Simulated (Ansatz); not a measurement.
**SnSe2 under changes of volume**

One of the cells (25.726 Å³/atom); the others are scaled copies at fixed shape and fractional positions:

```
CELL_PARAMETERS angstrom
3.81100 0.00000 0.00000
-1.90550 3.30042 0.00000
0.00000 0.00000 6.13600
ATOMIC_POSITIONS crystal
Sn 0.00000 0.00000 0.00000
Se 0.66667 0.33333 0.75100
Se 0.33333 0.66667 0.24900
```

| Item | Value |
| --- | --- |
| Program | Ansatz 0.2.0 |
| Functional | exchange-only PBE |
| Potentials or basis | Ansatz PAW |
| Cutoff | 420 eV (not typed: the program's choice for these potentials) |
| k mesh | 8 × 8 × 5 |
| Occupations | fermi-dirac, width 0.05 eV |
| Spin | no spin polarisation |

| volume (Å³/atom) | energy over the lowest point (meV/atom) | pressure (GPa) | gap on the mesh (eV) | largest force (eV/Å) |
| --- | --- | --- | --- | --- |
| 24.182 | ? | ? | ? | ? |
| 24.697 | 238.36 | 20.0 | 0.89 | 1.982 |
| 25.212 | 177.84 | 17.7 | 0.86 | 1.749 |
| 25.726 | 124.38 | 15.6 | 0.83 | 1.533 |
| 26.241 | 77.30 | 13.7 | 0.80 | 1.334 |
| 26.755 | 36.02 | 12.0 | 0.76 | 1.150 |
| 27.270 | 0.00 | 10.4 | 0.73 | 0.979 |

**Question.** What does the run at 24.182 Å³/atom give?

**Answer.** Energy over the lowest point 306.65 meV/atom; pressure 22.6 GPa; gap on the mesh 0.92 eV; largest force 2.234 eV/Å.

Worked out: A Birch-Murnaghan fit of order 3 (a polynomial in V^(-2/3)) to the other rows has no minimum within the range. It gives 306.65 meV/atom at 24.182 Å³/atom, against the run's 306.65, and -dE/dV = 22.5 GPa, against 22.6. A straight line through the other rows of the gap, of slope -1.63 eV per unit of ln V, extrapolates to 0.93 eV, against the run's 0.92.

Energies are extrapolated to zero smearing.

Caveats: odd divisions of the mesh miss points on the zone boundary, where band edges often lie, so the gap on the mesh can be too wide; spin-orbit coupling is left out, which moves the levels of the heavy elements; the PAW data sets come from PBE, with cores solved anew for the run's functional, which leaves a small shift of forces and pressure; forces of over 1 eV/Å show positions far from the minimum, so gaps and moduli don't describe the material at rest (some runs).

A mesh can miss the band edges.
